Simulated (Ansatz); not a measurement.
# Molybdenum, dhcp under r²SCAN: structure, energy and stiffness, part 2 of 2

What does r²SCAN give for molybdenum in the dhcp structure? We relax it, solve it on a dense k-mesh, then scale the cell to 7 volumes from 88 to 112 % of the relaxed one and try a fit of the equation of state. Spin polarisation is left out. The k-meshes are 13×13×4 for the relaxation; 17×17×5 for the dense run; 15×15×4 for the volumes.

Ansatz 0.2.0; DFT, r2SCAN, plane waves (500 eV) with PAW, scalar-relativistic. The steps go on from the part before.

## 3. Dense single point

The input, input.yaml:

```yaml
crystal:
  lattice:
    - [2.751544187, 0.0, 0.0]
    - [-1.3757720935, 2.3829071656, 0.0]
    - [0.0, 0.0, 9.7223746847]
  atoms:
    - { symbol: Mo, position: [1.0, 1.0, 1.0] }
    - { symbol: Mo, position: [1.0, 0.0, 0.5] }
    - { symbol: Mo, position: [0.3333333333, 0.6666666667, 0.25] }
    - { symbol: Mo, position: [0.6666666667, 0.3333333333, 0.75] }
hamiltonian:
  xc: r2scan
  pseudopotentials:
    kind: paw
    azcp:
      Mo: "pseudopotentials/Mo.paw.azcp"
basis:
  ecutwfc: 500
  fft_grid_basis: typed
kpoints:
  mp_grid: { grid: [17, 17, 5], shift: [0, 0, 0] }
magnetization:
  spin_polarized: false
scf:
  occupations: { method: fermi_dirac, width: 0.1 }
```

Started as:

```console
$ ansatz run input.yaml --threads 1 --pin off --max-ram 3584MiB --backend cpu --events-out ev --progress --plain --runs-dir out
```

The program printed, cut to the lines that bear on the results:

```text
[...]
Pseudopotentials: kind: paw
Pseudopotential: Mo, paw, valence charge 14, recommended cutoff 500 eV (meta_gga), <dir>
Functional definition: r2SCAN
[...]
Crystal: 4 atoms, lattice volume = 63.746 Å³
Basis set: ecut = 500 eV, 1559 PW (Γ), exchange–correlation on 96×96×288 points (64 copies of the dense FFT grid, shifted against one another)
Bands: 34, of which v1, the nominal top of the filled ones, is band 28 counted from 1 (27 counted from 0)
Symmetry: 24 space group operations
Space group: P63/mmc (ITA 194), of the structure as read, at distance tolerance 4.0e-5 Å
k-points: 99 of 1445
[...]
SCF iter   1: F=—  HF=-19868.523087 eV  |F-HF|=—  |Δ(HF+E_count)|=         —  Δρ=9.43e-3  dr2=4.15e-2  dr2_τ=5.92e-2  ethr=1.77e-3  ⟨swp⟩=5.0  Hψ=11817  notcnv=0
[...]
SCF iter   7: F=-19868.529947 eV  HF=-19868.529947 eV  |F-HF|=2.86e-9  |Δ(HF+E_count)|=   6.09e-8  Δρ=3.10e-6  dr2=3.28e-9  dr2_τ=2.56e-10  ethr=1.79e-10  ⟨swp⟩=2.0  Hψ=6562  notcnv=0
[...]
SCF converged after 7 iterations
Free energy (F): -19868.529947 eV
[...]
E sigma→0 (E₀):  -19868.453110 eV
Entropy (-TS):   -0.153674 eV (-38.419 meV/atom)
Fermi energy:    20.297792 eV
[...]
```

Run time: 20 s. Hardware: 1 thread of Intel Xeon Platinum 8259CL at 2.50GHz (Skylake/Cascade Lake), shared host; peak memory 0.75 GiB.

## 4. Volume × 0.88

Edit input.yaml of step 3 so:

```diff
@@ -2,5 +2,5 @@
   lattice:
-    - [2.751544187, 0.0, 0.0]
-    - [-1.3757720935, 2.3829071656, 0.0]
-    - [0.0, 0.0, 9.7223746847]
+    - [2.6367606911, 0.0, 0.0]
+    - [-1.3183803455, 2.2835017422, 0.0]
+    - [0.0, 0.0, 9.3167958244]
   atoms:
@@ -20,3 +20,3 @@
 kpoints:
-  mp_grid: { grid: [17, 17, 5], shift: [0, 0, 0] }
+  mp_grid: { grid: [15, 15, 4], shift: [0, 0, 0] }
 magnetization:
@@ -25 +25,4 @@
   occupations: { method: fermi_dirac, width: 0.1 }
+  lower_state_search: "off"
+output:
+  stress: true
```

Started as:

```console
$ ansatz run input.yaml --threads 1 --pin off --max-ram 3584MiB --backend cpu --events-out ev --progress --plain --runs-dir out
```

The program printed, cut to the lines that bear on the results:

```text
[...]
[... 3 set-up lines as earlier in the session ...]
[...]
Crystal: 4 atoms, lattice volume = 56.097 Å³
Basis set: ecut = 500 eV, 1425 PW (Γ), exchange–correlation on 80×80×288 points (64 copies of the dense FFT grid, shifted against one another)
Bands: 34, of which v1, the nominal top of the filled ones, is band 28 counted from 1 (27 counted from 0)
[... 1 set-up line as earlier in the session ...]
Space group: P63/mmc (ITA 194), of the structure as read, at distance tolerance 3.8e-5 Å
k-points: 81 of 900
[...]
SCF iter   1: F=-19867.625261 eV  HF=-19867.631459 eV  |F-HF|=6.20e-3  |Δ(HF+E_count)|=         —  Δρ=9.92e-3  dr2=4.70e-2  dr2_τ=7.06e-2  ethr=1.77e-3  ⟨swp⟩=5.0  Hψ=10424  notcnv=0
[...]
SCF iter   7: F=-19867.651366 eV  HF=-19867.651366 eV  |F-HF|=1.94e-9  |Δ(HF+E_count)|=   2.38e-7  Δρ=9.06e-6  dr2=2.62e-8  dr2_τ=2.27e-9  ethr=1.79e-10  ⟨swp⟩=4.0  Hψ=8973  notcnv=0
[...]
SCF converged after 7 iterations
Free energy (F): -19867.651366 eV
[...]
E sigma→0 (E₀):  -19867.582520 eV
Entropy (-TS):   -0.137693 eV (-34.423 meV/atom)
Fermi energy:    23.550226 eV
[...]
--- Stress (GPa, compression-positive) ---
       43.998811      -0.000000       0.000000
       -0.000000      43.998811      -0.000000
        0.000000      -0.000000      34.854448
  P = ⅓ Tr σ = 40.9507 GPa (409.507 kbar)
```

Wall time 20 s (1 thread of Intel Xeon Platinum 8259CL at 2.50GHz (Skylake/Cascade Lake), shared host); peak memory 0.71 GiB.

## 5. Volume × 0.92

Edit input.yaml of step 4 so:

```diff
@@ -2,5 +2,5 @@
   lattice:
-    - [2.6367606911, 0.0, 0.0]
-    - [-1.3183803455, 2.2835017422, 0.0]
-    - [0.0, 0.0, 9.3167958244]
+    - [2.6761211312, 0.0, 0.0]
+    - [-1.3380605656, 2.3175888832, 0.0]
+    - [0.0, 0.0, 9.4558729826]
   atoms:
@@ -28 +28,5 @@
   stress: true
+  write_density: true
+  write_potential: true
+  elf: true
+  volumetric_format: npy
```

Started as:

```console
$ ansatz run input.yaml --threads 1 --pin off --max-ram 3584MiB --backend cpu --events-out ev --progress --plain --runs-dir out
```

The program printed, cut to the lines that bear on the results:

```text
[...]
[... 3 set-up lines as earlier in the session ...]
[...]
Crystal: 4 atoms, lattice volume = 58.647 Å³
Basis set: ecut = 500 eV, 1463 PW (Γ), exchange–correlation on 80×80×288 points (64 copies of the dense FFT grid, shifted against one another)
Bands: 34, of which v1, the nominal top of the filled ones, is band 28 counted from 1 (27 counted from 0)
[... 1 set-up line as earlier in the session ...]
Space group: P63/mmc (ITA 194), of the structure as read, at distance tolerance 3.9e-5 Å
k-points: 81 of 900
[...]
SCF iter   1: F=-19868.138785 eV  HF=-19868.156450 eV  |F-HF|=1.77e-2  |Δ(HF+E_count)|=         —  Δρ=9.71e-3  dr2=4.98e-2  dr2_τ=6.35e-2  ethr=1.77e-3  ⟨swp⟩=5.0  Hψ=10199  notcnv=0
[...]
SCF iter   7: F=-19868.167796 eV  HF=-19868.167796 eV  |F-HF|=1.17e-9  |Δ(HF+E_count)|=   1.54e-7  Δρ=5.86e-6  dr2=1.41e-8  dr2_τ=1.53e-9  ethr=1.79e-10  ⟨swp⟩=8.7  Hψ=17239  notcnv=0
[...]
SCF converged after 7 iterations
Free energy (F): -19868.167796 eV
[...]
E sigma→0 (E₀):  -19868.096331 eV
Entropy (-TS):   -0.142931 eV (-35.733 meV/atom)
Fermi energy:    22.376844 eV
[...]
--- Stress (GPa, compression-positive) ---
       26.356249       0.000000       0.000000
        0.000000      26.356249       0.000000
        0.000000       0.000000      20.777910
  P = ⅓ Tr σ = 24.4968 GPa (244.968 kbar)
--- Band table (eV; the first three rows and the last of 81) ---
[...]
```

It took 22 s on 1 thread of Intel Xeon Platinum 8259CL at 2.50GHz (Skylake/Cascade Lake), shared host; peak memory 0.73 GiB.

Density in a lattice plane of the grid's cell (edges 2.68 and 9.46 Å, at 0.000 of the third edge), which holds Mo.

Ten even steps from '0' (0.27 e/Å³) to '9' (6.23 e/Å³):
```
840004
100000
000000
000100
001210
000100
000000
100000
840004
981018
840004
100000
000000
000100
001210
000100
000000
100000
840004
981018
```
Columns run along the first of these edges and rows up along the second, over one cell in 6 and 20 even steps from the bottom left corner. Atoms in the plane (fractional): Mo at (0.00, 0.00), Mo at (0.00, 0.50).

ELF in the same plane.

Ten even steps from '0' (0.19) to '9' (0.73):
```
981218
311311
431013
521212
314741
521212
431013
311311
981218
094149
981218
311311
431013
521212
314741
521212
431013
311311
981218
094149
```
Columns run along the first of these edges and rows up along the second, over one cell in 6 and 20 even steps from the bottom left corner. Atoms in the plane (fractional): Mo at (0.00, 0.00), Mo at (0.00, 0.50).

Both are smooth fields of the valence electrons: close to the nuclei they are not physical.

Maxima of ELF outside the ion cores: 0.52 between the atoms, 1.6 Å from Mo.

## 6. Volume × 0.96

Edit input.yaml of step 5 so:

```diff
@@ -2,5 +2,5 @@
   lattice:
-    - [2.6761211312, 0.0, 0.0]
-    - [-1.3380605656, 2.3175888832, 0.0]
-    - [0.0, 0.0, 9.4558729826]
+    - [2.7143565988, 0.0, 0.0]
+    - [-1.3571782994, 2.3507017695, 0.0]
+    - [0.0, 0.0, 9.5909751354]
   atoms:
@@ -28,5 +28 @@
   stress: true
-  write_density: true
-  write_potential: true
-  elf: true
-  volumetric_format: npy
```

Started as:

```console
$ ansatz run input.yaml --threads 1 --pin off --max-ram 3584MiB --backend cpu --events-out ev --progress --plain --runs-dir out
```

The program printed, cut to the lines that bear on the results:

```text
[...]
[... 3 set-up lines as earlier in the session ...]
[...]
Crystal: 4 atoms, lattice volume = 61.197 Å³
Basis set: ecut = 500 eV, 1523 PW (Γ), exchange–correlation on 80×80×288 points (64 copies of the dense FFT grid, shifted against one another)
Bands: 34, of which v1, the nominal top of the filled ones, is band 28 counted from 1 (27 counted from 0)
[... 2 set-up lines as earlier in the session ...]
k-points: 81 of 900
[...]
SCF iter   1: F=-19868.417519 eV  HF=-19868.439816 eV  |F-HF|=2.23e-2  |Δ(HF+E_count)|=         —  Δρ=9.59e-3  dr2=5.00e-2  dr2_τ=6.01e-2  ethr=1.77e-3  ⟨swp⟩=5.0  Hψ=10127  notcnv=0
[...]
SCF iter   6: F=-19868.446850 eV  HF=-19868.446850 eV  |F-HF|=4.10e-8  |Δ(HF+E_count)|=   9.29e-7  Δρ=1.60e-5  dr2=9.14e-8  dr2_τ=8.55e-9  ethr=1.79e-10  ⟨swp⟩=3.2  Hψ=11818  notcnv=0
[...]
SCF converged after 6 iterations
Free energy (F): -19868.446850 eV
[...]
E sigma→0 (E₀):  -19868.372752 eV
Entropy (-TS):   -0.148195 eV (-37.049 meV/atom)
Fermi energy:    21.297224 eV
[...]
--- Stress (GPa, compression-positive) ---
       11.909017       0.000000       0.000000
       -0.000000      11.909017       0.000000
        0.000000       0.000000       9.238598
  P = ⅓ Tr σ = 11.0189 GPa (110.189 kbar)
```

Wall time 17 s (1 thread of Intel Xeon Platinum 8259CL at 2.50GHz (Skylake/Cascade Lake), shared host); peak memory 0.72 GiB.

## 7. Volume × 1.0

Edit input.yaml of step 6 so:

```diff
@@ -2,5 +2,5 @@
   lattice:
-    - [2.7143565988, 0.0, 0.0]
-    - [-1.3571782994, 2.3507017695, 0.0]
-    - [0.0, 0.0, 9.5909751354]
+    - [2.751544187, 0.0, 0.0]
+    - [-1.3757720935, 2.3829071656, 0.0]
+    - [0.0, 0.0, 9.7223746847]
   atoms:
```

Started as:

```console
$ ansatz run input.yaml --threads 1 --pin off --max-ram 3584MiB --backend cpu --events-out ev --progress --plain --runs-dir out
```

The program printed, cut to the lines that bear on the results:

```text
[...]
[... 3 set-up lines as earlier in the session ...]
[...]
Crystal: 4 atoms, lattice volume = 63.746 Å³
Basis set: ecut = 500 eV, 1559 PW (Γ), exchange–correlation on 96×96×288 points (64 copies of the dense FFT grid, shifted against one another)
Bands: 34, of which v1, the nominal top of the filled ones, is band 28 counted from 1 (27 counted from 0)
[... 2 set-up lines as earlier in the session ...]
k-points: 81 of 900
[...]
SCF iter   1: F=-19868.503861 eV  HF=-19868.525358 eV  |F-HF|=2.15e-2  |Δ(HF+E_count)|=         —  Δρ=9.52e-3  dr2=4.82e-2  dr2_τ=5.93e-2  ethr=1.77e-3  ⟨swp⟩=5.0  Hψ=9965  notcnv=0
[...]
SCF iter   7: F=-19868.531435 eV  HF=-19868.531435 eV  |F-HF|=3.50e-9  |Δ(HF+E_count)|=   6.36e-8  Δρ=3.33e-6  dr2=3.42e-9  dr2_τ=2.65e-10  ethr=1.79e-10  ⟨swp⟩=4.0  Hψ=8743  notcnv=0
[...]
SCF converged after 7 iterations
Free energy (F): -19868.531435 eV
[...]
E sigma→0 (E₀):  -19868.454574 eV
Entropy (-TS):   -0.153722 eV (-38.430 meV/atom)
Fermi energy:    20.301006 eV
[...]
--- Stress (GPa, compression-positive) ---
        0.093310       0.000000       0.000000
        0.000000       0.093310      -0.000000
        0.000000      -0.000000      -0.261215
  P = ⅓ Tr σ = -0.0249 GPa (-0.249 kbar)
```

Run time: 18 s. Hardware: 1 thread of Intel Xeon Platinum 8259CL at 2.50GHz (Skylake/Cascade Lake), shared host; peak memory 0.79 GiB.

## 8. Volume × 1.04

Edit input.yaml of step 7 so:

```diff
@@ -2,5 +2,5 @@
   lattice:
-    - [2.751544187, 0.0, 0.0]
-    - [-1.3757720935, 2.3829071656, 0.0]
-    - [0.0, 0.0, 9.7223746847]
+    - [2.7877528681, 0.0, 0.0]
+    - [-1.3938764341, 2.4142648033, 0.0]
+    - [0.0, 0.0, 9.8503153392]
   atoms:
```

Started as:

```console
$ ansatz run input.yaml --threads 1 --pin off --max-ram 3584MiB --backend cpu --events-out ev --progress --plain --runs-dir out
```

The program printed, cut to the lines that bear on the results:

```text
[...]
[... 3 set-up lines as earlier in the session ...]
[...]
Crystal: 4 atoms, lattice volume = 66.296 Å³
Basis set: ecut = 500 eV, 1679 PW (Γ), exchange–correlation on 96×96×288 points (64 copies of the dense FFT grid, shifted against one another)
Bands: 34, of which v1, the nominal top of the filled ones, is band 28 counted from 1 (27 counted from 0)
[... 2 set-up lines as earlier in the session ...]
k-points: 81 of 900
[...]
SCF iter   1: F=-19868.431582 eV  HF=-19868.449141 eV  |F-HF|=1.76e-2  |Δ(HF+E_count)|=         —  Δρ=9.49e-3  dr2=4.58e-2  dr2_τ=6.03e-2  ethr=1.77e-3  ⟨swp⟩=4.9  Hψ=9850  notcnv=0
[...]
SCF iter   7: F=-19868.456696 eV  HF=-19868.456696 eV  |F-HF|=4.54e-9  |Δ(HF+E_count)|=   6.52e-8  Δρ=3.65e-6  dr2=4.29e-9  dr2_τ=2.65e-10  ethr=1.79e-10  ⟨swp⟩=4.0  Hψ=8735  notcnv=0
[...]
SCF converged after 7 iterations
Free energy (F): -19868.456696 eV
[...]
E sigma→0 (E₀):  -19868.376936 eV
Entropy (-TS):   -0.159522 eV (-39.880 meV/atom)
Fermi energy:    19.378869 eV
[...]
--- Stress (GPa, compression-positive) ---
       -9.564366       0.000000       0.000000
        0.000000      -9.564366       0.000000
        0.000000       0.000000      -8.063141
  P = ⅓ Tr σ = -9.0640 GPa (-90.640 kbar)
```

Wall time 22 s (1 thread of Intel Xeon Platinum 8259CL at 2.50GHz (Skylake/Cascade Lake), shared host); peak memory 0.79 GiB.

## 9. Volume × 1.08

Edit input.yaml of step 8 so:

```diff
@@ -2,5 +2,5 @@
   lattice:
-    - [2.7877528681, 0.0, 0.0]
-    - [-1.3938764341, 2.4142648033, 0.0]
-    - [0.0, 0.0, 9.8503153392]
+    - [2.8230446256, 0.0, 0.0]
+    - [-1.4115223128, 2.4448283618, 0.0]
+    - [0.0, 0.0, 9.9750161132]
   atoms:
```

Started as:

```console
$ ansatz run input.yaml --threads 1 --pin off --max-ram 3584MiB --backend cpu --events-out ev --progress --plain --runs-dir out
```

The program printed, cut to the lines that bear on the results:

```text
[...]
[... 3 set-up lines as earlier in the session ...]
[...]
Crystal: 4 atoms, lattice volume = 68.846 Å³
Basis set: ecut = 500 eV, 1729 PW (Γ), exchange–correlation on 96×96×300 points (64 copies of the dense FFT grid, shifted against one another)
Bands: 34, of which v1, the nominal top of the filled ones, is band 28 counted from 1 (27 counted from 0)
[... 1 set-up line as earlier in the session ...]
Space group: P63/mmc (ITA 194), of the structure as read, at distance tolerance 4.1e-5 Å
k-points: 81 of 900
[...]
SCF iter   1: F=-19868.229155 eV  HF=-19868.240677 eV  |F-HF|=1.15e-2  |Δ(HF+E_count)|=         —  Δρ=9.50e-3  dr2=4.34e-2  dr2_τ=6.25e-2  ethr=1.77e-3  ⟨swp⟩=4.9  Hψ=9709  notcnv=0
[...]
SCF iter   7: F=-19868.251700 eV  HF=-19868.251700 eV  |F-HF|=5.62e-9  |Δ(HF+E_count)|=   7.27e-8  Δρ=3.94e-6  dr2=5.55e-9  dr2_τ=3.43e-10  ethr=1.79e-10  ⟨swp⟩=4.0  Hψ=8758  notcnv=0
[...]
SCF converged after 7 iterations
Free energy (F): -19868.251700 eV
[...]
E sigma→0 (E₀):  -19868.168968 eV
Entropy (-TS):   -0.165465 eV (-41.366 meV/atom)
Fermi energy:    18.522805 eV
[...]
--- Stress (GPa, compression-positive) ---
      -17.443687       0.000000      -0.000000
        0.000000     -17.443687      -0.000000
       -0.000000      -0.000000     -14.452417
  P = ⅓ Tr σ = -16.4466 GPa (-164.466 kbar)
```

It took 23 s on 1 thread of Intel Xeon Platinum 8259CL at 2.50GHz (Skylake/Cascade Lake), shared host; peak memory 0.8 GiB.

## 10. Volume × 1.12

Edit input.yaml of step 9 so:

```diff
@@ -2,5 +2,5 @@
   lattice:
-    - [2.8230446256, 0.0, 0.0]
-    - [-1.4115223128, 2.4448283618, 0.0]
-    - [0.0, 0.0, 9.9750161132]
+    - [2.8574753924, 0.0, 0.0]
+    - [-1.4287376962, 2.4746462805, 0.0]
+    - [0.0, 0.0, 10.0966746412]
   atoms:
```

Started as:

```console
$ ansatz run input.yaml --threads 1 --pin off --max-ram 3584MiB --backend cpu --events-out ev --progress --plain --runs-dir out
```

The program printed, cut to the lines that bear on the results:

```text
[...]
[... 3 set-up lines as earlier in the session ...]
[...]
Crystal: 4 atoms, lattice volume = 71.396 Å³
Basis set: ecut = 500 eV, 1777 PW (Γ), exchange–correlation on 96×96×300 points (64 copies of the dense FFT grid, shifted against one another)
Bands: 34, of which v1, the nominal top of the filled ones, is band 28 counted from 1 (27 counted from 0)
[... 2 set-up lines as earlier in the session ...]
k-points: 81 of 900
[...]
SCF iter   1: F=-19867.920631 eV  HF=-19867.925403 eV  |F-HF|=4.77e-3  |Δ(HF+E_count)|=         —  Δρ=9.54e-3  dr2=4.19e-2  dr2_τ=6.56e-2  ethr=1.77e-3  ⟨swp⟩=4.8  Hψ=9687  notcnv=0
[...]
SCF iter   7: F=-19867.940488 eV  HF=-19867.940488 eV  |F-HF|=7.92e-9  |Δ(HF+E_count)|=   1.01e-7  Δρ=4.42e-6  dr2=7.35e-9  dr2_τ=5.29e-10  ethr=1.79e-10  ⟨swp⟩=4.0  Hψ=9438  notcnv=0
[...]
SCF converged after 7 iterations
Free energy (F): -19867.940488 eV
[...]
E sigma→0 (E₀):  -19867.854725 eV
Entropy (-TS):   -0.171525 eV (-42.881 meV/atom)
Fermi energy:    17.725967 eV
[...]
--- Stress (GPa, compression-positive) ---
      -23.850347       0.000000       0.000000
        0.000000     -23.850347      -0.000000
        0.000000      -0.000000     -19.667582
  P = ⅓ Tr σ = -22.4561 GPa (-224.561 kbar)
```

Run time: 35 s. Hardware: 1 thread of Intel Xeon Platinum 8259CL at 2.50GHz (Skylake/Cascade Lake), shared host; peak memory 0.81 GiB.

## 11. Fitting the volumes

The cell was scaled evenly, with its shape and the fractional positions fixed.

```csv
V (Å³/atom),E − E₀ (meV/atom),P from the stress (GPa),P from the fit (GPa)
14.024,218.0,40.95,40.87
14.662,89.5,24.50,24.32
15.299,20.4,11.02,10.83
15.937,-0.1,-0.02,-0.20
16.574,19.4,-9.06,-9.23
17.212,71.3,-16.45,-16.63
17.849,149.9,-22.46,-22.71
```

Fit (Birch-Murnaghan, third order): V₀ = 15.924 Å³/atom, B₀ = 250 GPa, B₀′ = 4.0, largest residual 0.07 meV/atom.

Fit and stress differ a little: one follows E(σ → 0), the other the smeared free energy.

## 12. Results

What follows sums up all 2 parts.

| quantity | value |
| --- | --- |
| space group (spins left aside) | P6_3/mmc (No. 194) |
| conventional cell | a = 2.752 Å, c = 9.722 Å (c/a = 3.533) |
| volume | 15.937 Å³/atom |
| shortest distance | 2.752 Å |
| gap on the mesh | none (levels filled in part) |
| relative to bcc | +486 meV/atom |
| V₀, B₀, B₀′ | 15.924 Å³/atom, 250 GPa, 4.0 |

What this shows: From the guessed start the volume grew by 2.2 % in 7 steps. Against the reference form of molybdenum (bcc, computed apart with the same settings) it stands 486 meV/atom higher, so it is far from stable. Levels at the Fermi energy are filled in part, as in a metal. The fitted modulus is 250 GPa; letting shape and positions relax at each volume could only lower it. Relaxation kept the symmetry; phonons were not checked.
